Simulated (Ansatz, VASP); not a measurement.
**Si: the dispersion correction in 2 programs**

The cell as given:

```cif
data_structure
_symmetry_space_group_name_H-M 'Fd-3m:1'
_symmetry_Int_Tables_number 227
_cell_length_a 5.4437
_cell_length_b 5.4437
_cell_length_c 5.4437
_cell_angle_alpha 90.000
_cell_angle_beta 90.000
_cell_angle_gamma 90.000
_cell_volume 161.32
loop_
_atom_site_label
_atom_site_type_symbol
_atom_site_symmetry_multiplicity
_atom_site_Wyckoff_symbol
_atom_site_fract_x
_atom_site_fract_y
_atom_site_fract_z
_atom_site_occupancy
Si1 Si 8 a 0.50000 0.00000 0.50000 1
```

Kept alike: task relaxation of cell and atoms; functional revPBE; k mesh 8 × 8 × 8; occupations fermi-dirac, width 0.05 eV; no spin polarisation. The mesh is that of the run's cell of 2 atoms. No spin-orbit coupling.

- A: Ansatz, all-electron LAPW, scalar-relativistic
- B: VASP, PBE PAW files Si, 600 eV, made for PBE

| dispersion correction | A: volume (Å³/atom) | B: volume (Å³/atom) |
| --- | --- | --- |
| none | 20.717 | 20.683 |
| D3(BJ) | 19.606 | 19.579 |
| D4 | 19.612 | 19.584 |

Values on potentials made for another functional: all of B. Values hold for each row's relaxed cell, which stops near the pressure aimed at (zero). Programs can differ in the three-body term of D3, and some take D4 from an outside library.

Q: How large is the effect of the dispersion correction, and do the programs agree on it?

A: From none to D3(BJ) the volume moves by -1.111 in A, -1.104 in B (Å³/atom). Row by row the programs differ by 0.027 to 0.034, and over this span the shifts, as printed, agree within about 1 %. Shifts from none: D3(BJ) -1.111, -1.104; D4 -1.105, -1.099; the programs' shifts differ by up to 0.007.
